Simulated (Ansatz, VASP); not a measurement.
# BN: VASP beside Ansatz

```
B N
1.0
     0.00000    1.80145    1.80145
     1.80145    0.00000    1.80145
     1.80145    1.80145    0.00000
B N
1 1
Direct
  0.00000 0.00000 0.00000
  0.75000 0.75000 0.75000
```

Change from the starting cell: volume scaled by 0.99, crystal datasets.

Alike in both runs: task electric field gradients; functional PBE; k mesh 13 × 13 × 13; occupations fermi-dirac, width 0.03 eV; no spin polarisation.

|  | VASP | Ansatz |
| --- | --- | --- |
| version | VASP 6.6.1 | Ansatz 0.2.0 |
| potentials or method | VASP PAW PBE potentials, release 64 (B, N), cutoff 520 eV | all-electron PAW with datasets made for the crystal, scalar-relativistic |

|  | VASP | Ansatz | Ansatz less VASP |
| --- | --- | --- | --- |
| gap on the k mesh at the Fermi level (eV) | 4.55 | 4.55 | +0.009 |
| pressure (GPa) | 7.2 | 6.9 | -0.29 |
| Vzz of the field gradient on the site that differs most (V/Å²) | 0.0 | 0.0 | 0.00 |

Ansatz ran all-electron here, so the differences hold the error of VASP's frozen core and of both bases.

Caveats: an odd mesh through Γ misses points on the zone boundary, where band edges often lie.
